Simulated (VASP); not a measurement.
# KI (P4/mmm) in VASP: a series of runs, part 2 of 2

VASP 6.6.1.

## (3) Single point, HSE06 (uniaxial_x strain -5.4%)

POSCAR

```
KI
1.0
    4.0579421279      0.0000000000      0.0000000000
    0.0000000000      4.2909401796      0.0000000000
    0.0000000000      0.0000000000      4.2909401796
K I
1 1
Direct
    0.0000000000      0.0000000000      0.0000000000
    0.5000000000      0.5000000000      0.5000000000
```

INCAR.step1

```
SYSTEM = KI
ALGO = Normal
EDIFF = 1E-5
ENCUT = 520
GGA = PE
ISIF = 2
ISMEAR = 0
LASPH = .True.
LCHARG = .False.
LREAL = .False.
LWAVE = .True.
NBANDS = 15
NELM = 100
PREC = Accurate
SIGMA = 0.01
```

INCAR.step2

```
SYSTEM = KI
ALGO = Normal
EDIFF = 1E-6
ENCUT = 520
GGA = PE
HFSCREEN = 0.2079
ISIF = 2
ISMEAR = 0
ISTART = 1
LASPH = .True.
LCHARG = .False.
LHFCALC = .True.
LREAL = .False.
LWAVE = .False.
NBANDS = 15
NELM = 100
PREC = Accurate
PRECFOCK = Normal
SIGMA = 0.01
```

KPOINTS

```
k-points
0
Gamma
  4 4 4
  0 0 0
```

Potentials or basis: VASP PAW PBE potentials, release 64 (K_sv, I).

Run with:

```console
> cat potpaw_PBE.64/K_sv/POTCAR potpaw_PBE.64/I/POTCAR > POTCAR
> cp INCAR.step1 INCAR
> mpirun -np 1 vasp_std > vasp.out
> cp INCAR.step2 INCAR
> mpirun -np 1 vasp_std > vasp.out
```

OUTCAR:

```text
SYSTEM = KI
   EDIFF = 1E-6
   ENCUT = 520
   GGA = PE
   HFSCREEN = 0.2079
   ISIF = 2
   ISMEAR = 0
   ISTART = 1
   LASPH = .True.
   LHFCALC = .True.
   LREAL = .False.
   NELM = 100
   PREC = Accurate
   PRECFOCK = Normal

 ion  position               nearest neighbor table
   1  0.000  0.000  0.000-   2 3.65   2 3.65   2 3.65   2 3.65   2 3.65   2 3.65   2 3.65   2 3.65

   2  0.500  0.500  0.500-   1 3.65   1 3.65   1 3.65   1 3.65   1 3.65   1 3.65   1 3.65   1 3.65

  LATTYP: Found a simple tetragonal cell.
 ALAT       =     4.2909401796
 C/A-ratio  =     0.9457000000

  Lattice vectors:

 A1 = (   0.0000000000,   4.2909401796,   0.0000000000)
 A2 = (   0.0000000000,   0.0000000000,   4.2909401796)
 A3 = (   4.0579421279,   0.0000000000,   0.0000000000)

Analysis of symmetry for initial positions (statically):
=====================================================================
 Subroutine PRICEL returns:
 Original cell was already a primitive cell.

 Routine SETGRP: Setting up the symmetry group for a
 simple tetragonal supercell.

 Subroutine GETGRP returns: Found 16 space group operations
 (whereof 16 operations were pure point group operations)
 out of a pool of 16 trial point group operations.

The static configuration has the point symmetry D_4h.

Analysis of symmetry for dynamics (positions and initial velocities):
=====================================================================
 Subroutine PRICEL returns:
 Original cell was already a primitive cell.

 Routine SETGRP: Setting up the symmetry group for a
 simple tetragonal supercell.

 Subroutine GETGRP returns: Found 16 space group operations
 (whereof 16 operations were pure point group operations)
 out of a pool of 16 trial point group operations.

The dynamic configuration has the point symmetry D_4h.

 Subroutine INISYM returns: Found 16 space group operations
 (whereof 16 operations are pure point group operations),
 and found     1 'primitive' translations

----------------------------------------------------------------------------------------

                                     Primitive cell

  volume of cell :      74.7155

  direct lattice vectors                    reciprocal lattice vectors
     4.057942128  0.000000000  0.000000000     0.246430326  0.000000000  0.000000000
     0.000000000  4.290940180  0.000000000     0.000000000  0.233049159  0.000000000
     0.000000000  0.000000000  4.290940180     0.000000000  0.000000000  0.233049159

  length of vectors
     4.057942128  4.290940180  4.290940180     0.246430326  0.233049159  0.233049159

  position of ions in fractional coordinates (direct lattice)
     0.000000000  0.000000000  0.000000000
     0.500000000  0.500000000  0.500000000

  ion indices of the primitive-cell ions
   primitive index   ion index
                 1           1
                 2           2

----------------------------------------------------------------------------------------

 KPOINTS: k-points

Automatic generation of k-mesh.
 Grid dimensions read from file:
 generate k-points for:    4    4    4

 Generating k-lattice:

[... 42 lines left out ...]
   NGX,Y,Z   is equivalent  to a cutoff of  12.29, 12.40, 12.40 a.u.
   NGXF,Y,Z  is equivalent  to a cutoff of  24.58, 24.80, 24.80 a.u.
 SYSTEM =  KI
   PREC   = accura    normal or accurate (medium, high low for compatibility)
   ISTART =      1    job   : 0-new  1-cont  2-samecut
   ICHARG =      0    charge: 1-file 2-atom 10-const
   ISPIN  =      1    spin polarized calculation?
   LNONCOLLINEAR =      F non collinear calculations
   LSORBIT =      F    spin-orbit coupling
   LASPH  =      T    aspherical Exc in radial PAW
   ENCUT  =  520.0 eV  38.22 Ry    6.18 a.u.   7.55  7.98  7.98*2*pi/ulx,y,z
   NELM   =    100;   NELMIN=  2; NELMDL=  0     # of ELM steps
   EDIFF  = 0.1E-05   stopping-criterion for ELM
   LREAL  =      F    real-space projection
   EDIFFG = 0.1E-04   stopping-criterion for IOM
   NSW    =      0    number of steps for IOM
   IBRION =     -1    ionic relax: 0-MD 1-quasi-New 2-CG
   NFREE  =      0    steps in history (QN), initial steepest desc. (CG)
   ISIF   =      2    stress and relaxation
   ISYM   =      3    0-nonsym 1-usesym 2-fastsym
   POTIM  = 0.5000    time-step for ionic-motion
   TEBEG  =    0.0;   TEEND  =   0.0 temperature during run
   PSTRESS=    0.0 pullay stress
   NELECT =      16.0000    total number of electrons
   NUPDOWN=      -1.0000    fix difference up-down
   EMIN   =  10.00;   EMAX   =-10.00  energy-range for DOS
   EFERMI =   0.00;   METHOD = LEGACY
   ISMEAR =     0;   SIGMA  =   0.01  broadening in eV -4-tet -1-fermi 0-gaus
   EFERMI_NEDOS =   21; number of points for ismear=-14 and -15
   IALGO  =     38    algorithm
   IMIX   =      1    mixing-type and parameters
     AMIX     =   0.40;   BMIX     =  1.00
     AMIX_MAG =   1.60;   BMIX_MAG =  1.00
  volume/ion in A,a.u.               =      37.36       252.10
  Fermi-wavevector in a.u.,A,eV,Ry     =   0.979440  1.850874 13.052110  0.959303
  Thomas-Fermi vector in A             =   2.110293
   LORBIT       =      0    0 simple, 1 ext, 2 COOP (PROOUT), +10 PAW based schemes
   GGA     = PE    functional components
   LHFCALC =     T    Hartree Fock is set to
   PRECFOCK=normal    Normal, Fast or Accurate (Low or Medium for compatibility)
   ENCUT4O =  -1.0   cutoff for four orbital integrals eV
   NKREDX  =     1    reduce k-point grid by
   NKREDY  =     1    reduce k-point grid by
   NKREDZ  =     1    reduce k-point grid by
   AEXX    =    0.2500 exact exchange contribution
   HFSCREEN=    0.2079 screening length (either q_TF or 0.3 A-1)
   HFSCREENC=   0.2079 screening length for correlation (either q_TF or 0.3 A-1)
   ENCUTFOCK=  -1.0 apply spherical cutoff to Coloumb kernel
   IVDW    =     0    specifies the selected vdW correction
   LEPSILON=     F    determine dielectric tensor
   LRPA    =     F    only Hartree local field effects (RPA)
 non-spin polarized calculation
 Gauss-broadening in eV      SIGMA  =   0.01
  energy-cutoff  :      520.00
  volume of cell :       74.72
 maximum number of plane-waves:      2064
  NGX = 24; NGY = 24; NGZ = 24

 number of electron      16.0000004 magnetization

 Free energy of the ion-electron system (eV)
  ---------------------------------------------------
  ext. energy  EPLUGINS =         0.00000000
  ---------------------------------------------------
  free energy    TOTEN  =        -6.21824272 eV

  energy without entropy =       -6.21824272  energy(sigma->0) =       -6.21824272

 E-fermi :   1.0020     XC(G=0):  -6.6489

 val. band max:        0.8411224955   @ k =   0.0000   0.5000   0.5000
 cond. band min:       5.0055539244   @ k =   0.0000   0.0000   0.0000
 fundamental gap:      4.1644314289
 Fermi energy:         1.0020041814

 k-point     1 :       0.0000    0.0000    0.0000
  band No.  band energies     occupation
      1     -31.1582      2.00000
      2     -13.2583      2.00000
      3     -13.2583      2.00000
      4     -13.2504      2.00000
      5     -11.6816      2.00000
      6       0.0322      2.00000
      7       0.0322      2.00000
      8       0.4804      2.00000
      9       5.0056      0.00000
     10       6.1219      0.00000
     11       6.4533      0.00000
     12      10.1719      0.00000
     13      10.6357      0.00000
     14      10.6357      0.00000
[... 293 lines left out ...]
      2     -13.3744      2.00000
      3     -13.3133      2.00000
      4     -13.3133      2.00000
      5     -10.9802      2.00000
      6      -1.4991      2.00000
      7      -1.2956      2.00000
      8      -1.2956      2.00000
      9       7.1818      0.00000
     10       7.1818      0.00000
     11       7.3236      0.00000
     12      10.9799      0.00000
     13      10.9799      0.00000
     14      11.2431      0.00000
     15      11.3288      0.00000

------------------------ aborting loop because EDIFF is reached ----------------------------------------

  FORCE on cell =-STRESS in cart. coord.  units (eV):
  Direction    XX          YY          ZZ          XY          YZ          ZX
  --------------------------------------------------------------------------------------
  -------------------------------------------------------------------------------------
  Total        1.2236287      0.2718442      0.2718442     -0.0000000      0.0000000      0.0000000
  in kB       26.2391319      5.8293458      5.8293458     -0.0000000      0.0000000      0.0000000
  external PRESSURE =      12.6326078 kB  Pullay stress =       0.0000000 kB

 VOLUME and BASIS-vectors are now :
 -----------------------------------------------------------------------------
  energy-cutoff  :      520.00
  volume of cell :       74.72
      direct lattice vectors                 reciprocal lattice vectors
     4.057942128  0.000000000  0.000000000     0.246430326  0.000000000  0.000000000
     0.000000000  4.290940180  0.000000000     0.000000000  0.233049159  0.000000000
     0.000000000  0.000000000  4.290940180     0.000000000  0.000000000  0.233049159

 POSITION                                       TOTAL-FORCE (eV/Angst)
 -----------------------------------------------------------------------------------
      0.00000      0.00000      0.00000         0.000000      0.000000      0.000000
      2.02897      2.14547      2.14547         0.000000      0.000000      0.000000
 -----------------------------------------------------------------------------------
    total drift:                                0.000000      0.000000     -0.000000

  FREE ENERGIE OF THE ION-ELECTRON SYSTEM (eV)
  ---------------------------------------------------
  free  energy   TOTEN  =        -6.2182427216 eV

  energy  without entropy=       -6.2182427216  energy(sigma->0) =       -6.21824272
```

It took 7.9 min on 1 thread of Intel Xeon Platinum 8488C (Sapphire Rapids), shared host; peak memory 0.29 GiB.

Results:

| Item | Value |
| --- | --- |
| Free energy | -6.2182 eV |
| Pressure | 1.3 GPa |
| Band gap on the k mesh | 4.16 eV, indirect (least direct gap 4.50 eV) |

Caveat: the PAW data sets were made with another functional, which shifts forces and pressure a little; spin-orbit coupling is left out, which moves the levels of the heavy elements. A k mesh can miss the band edges.

## (4) Single point, PBE (uniaxial_x strain -5.4%)

INCAR

```
SYSTEM = KI
ALGO = Fast
EDIFF = 1E-6
ENCUT = 520
GGA = PE
ISIF = 2
ISMEAR = -1
LASPH = .TRUE.
LCHARG = .FALSE.
LREAL = .FALSE.
LWAVE = .FALSE.
NBANDS = 15
NELM = 100
PREC = Accurate
SIGMA = 0.02
```

KPOINTS

```
k-points
0
G
  6 6 6
  0 0 0
```

POSCAR is that of step 3.

Run with:

```console
> cat potpaw_PBE.64/K_sv/POTCAR potpaw_PBE.64/I/POTCAR > POTCAR
> mpirun -np 1 vasp_std > vasp.out
```

Wall time 28 s (1 thread of Intel Xeon Platinum 8488C (Sapphire Rapids), shared host); peak memory 0.19 GiB.

The run converged. Its results:

- Free energy: -5.3784 eV
- Pressure: 1.5 GPa
- Band gap on the k mesh: 3.20 eV, indirect (least direct gap 3.53 eV)

Stress tensor (GPa, compression positive):
```
2.77 0.00 0.00
0.00 0.84 0.00
0.00 0.00 0.84
```

Levels at points of the mesh, in eV from the valence-band top:
```csv
k point,band 6,band 7,band 8,band 9,band 10,band 11
"(0.00, 0.00, 0.00)",-0.76,-0.76,-0.33,3.20,4.28,4.58
"(0.50, 0.00, 0.00)",-2.77,-0.63,-0.63,5.37,5.94,6.75
"(0.00, 0.50, 0.00)",-2.72,-0.73,-0.28,5.38,5.82,6.84
"(0.50, 0.50, 0.00)",-2.19,-1.99,-0.32,3.67,5.33,6.32
"(0.00, 0.50, 0.50)",-2.11,-2.11,0.00,3.54,5.76,6.87
"(0.50, 0.50, 0.50)",-2.18,-2.00,-2.00,5.38,5.38,5.51
```

Caveat: spin-orbit coupling is left out, which moves the levels of the heavy elements. A k mesh can miss the band edges.

## (5) The runs side by side

```tsv
level	k mesh	smearing	exchange at q = 0	grid for exact exchange (PRECFOCK)	screening parameter	gap on the mesh (eV)	pressure (GPa)
r2SCAN	6 × 6 × 6	gaussian 0.01 eV	-	-	-	3.90	1.0
HSE06	4 × 4 × 4	gaussian 0.01 eV	truncated	Normal	0.2079 1/A	4.16	1.3
PBE	6 × 6 × 6	fermi-dirac 0.02 eV	-	-	-	3.20	1.5
```

Alike in all rows: task single point; potentials or basis VASP PAW PBE potentials, release 64 (K_sv, I); no spin polarisation; cell uniaxial_x strain -5.4%; cutoff (eV) 520.

Caveats: spin-orbit coupling is left out, which moves the levels of the heavy elements; the PAW data sets were made with another functional, which shifts forces and pressure a little (some runs).

Total energies depend on the potentials used, so only differences within one code and one set of settings carry meaning.
